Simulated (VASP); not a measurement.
Slab: SiNi20, a slab with vacuum.

```xyz
21
Lattice="3.7378 2.1580 0.0000 -3.7378 2.1580 0.0000 0.0000 0.0000 25.2075" Properties=species:S:1:pos:R:3 pbc="T T T"
Si    3.7378    2.1580   18.6539
Ni    0.0000    0.0000    6.5000
Ni   -1.2459    2.1580    6.5000
Ni    1.2459    2.1580    6.5000
Ni    0.0000    1.4387    8.5346
Ni    2.4918    1.4387    8.5346
Ni   -2.4918    1.4387    8.5346
Ni    1.2458    0.7193   10.5648
Ni    0.0000    2.8775   10.5648
Ni   -1.2458    0.7193   10.5648
Ni    3.7378    2.1580   12.6002
Ni   -1.2459    2.1580   12.6053
Ni    1.2459    2.1580   12.6053
Ni    0.0000    1.4348   14.6388
Ni    2.4952    1.4406   14.6388
Ni   -2.4952    1.4406   14.6388
Ni    1.2380    0.7147   16.6811
Ni    0.0000    2.8865   16.6811
Ni   -1.2380    0.7147   16.6811
Ni   -1.2459    2.1580   18.7039
Ni    1.2459    2.1580   18.7039
```

The cell was built by a generator and needn't be a form met in nature.

Base run:

```yaml
Program: VASP 6.6.1
Functional: PBE
Potentials_or_basis: VASP PAW PBE potentials, release 64 (Si, Ni)
Cutoff: 520 eV
k_mesh: 9 × 9 × 1
Occupations: methfessel-paxton, width 0.1 eV
Spin: collinear spin, ferromagnetic start
Starting_moments: "[0.0, 1.0, 1.0, 1.0, 1.0, 1.0, 1.0, 1.0, 1.0, 1.0, 1.0, 1.0, 1.0, 1.0, 1.0, 1.0, 1.0, 1.0, 1.0, 1.0, 1.0] μB"
```

Its results: band gap on the k mesh none (metal or under the smearing width); net moment 11.14 μB per cell; site moments Si +0.00; Ni +0.67, +0.70, +0.68, +0.65, +0.63, +0.62, +0.46, +0.08 μB; largest force 0.597 eV/Å.

**Question.** The run is repeated on the same cell with these changes: valence electrons from 205 to 204. What comes out?

**Answer.** Band gap on the k mesh none (metal or under the smearing width); net moment 11.51 μB per cell; site moments Si -0.01; Ni +0.69, +0.70, +0.66, +0.68, +0.65, +0.64, +0.48, +0.13 μB; largest force 0.189 eV/Å.
